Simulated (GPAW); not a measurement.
Runs of GPAW 26.7.0 on InAs. The structure is cubic, space group F-43m (No. 216). Conventional cell: a = 6.036 Å, b = 6.036 Å, c = 6.036 Å, α = 90.00°, β = 90.00°, γ = 90.00°. In (site symmetry -43m) has 4 As at 2.61 Å as nearest neighbours. Around As (site symmetry -43m) lie 4 In at 2.61 Å. 

```csv
task,level,potentials or basis,spin,band path,band points,spin axis theta (degrees),spin axis phi (degrees),eigensolver,pressure (GPa),V0 of scaled cells (Å³/atom),B0 (GPa)
band structure,BP86,"PAW data sets generated in the run's folder for this functional, pw","SOC, no magnetisation","GXWKGLUWLK,UX",60,54.7,45,-,4.3,-,-
equation of state,PBEsol+D4,"PAW data sets generated in the run's folder for this functional, pw",off,-,-,-,-,-,-,(b),(a)
equation of state,PBEsol+D3(BJ),"PAW data sets generated in the run's folder for this functional, pw",off,-,-,-,-,-,-,27.30,61
equation of state,PBEsol,"PAW data sets generated in the run's folder for this functional, pw",off,-,-,-,-,-,-,28.15,56
band structure,TASK,"GPAW PAW data sets (gpaw-data 1.2.1), pw","SOC, no magnetisation","GXWKGLUWLK,UX",100,90,0,-,5.7,-,-
equation of state,OLYP+D4,"PAW data sets generated in the run's folder for this functional, pw",off,-,-,-,-,davidson,-,27.68,55
band structure,AM05,"PAW data sets generated in the run's folder for this functional, pw","SOC, no magnetisation","GXWKGLUWLK,UX",60,0,0,-,1.7,-,-
equation of state,C09-vdW,"GPAW PAW data sets (gpaw-data 1.2.1), pw",off,-,-,-,-,-,-,28.52,55
```

Alike in all rows: cell as given; k mesh 6 × 6 × 6; cutoff (eV) 600; smearing fermi-dirac 0.05 eV.

Problem. Fill in the values left out.

Solution. (a) 59; (b) 27.62.

Caveats: spin-orbit coupling was added after a scalar SCF, so levels and gaps hold it while energy, forces, pressure and moments don't (some runs); the PAW data sets were made with another functional, which shifts forces and pressure a little (some runs).

Runs at the PBE level aren't shown here.
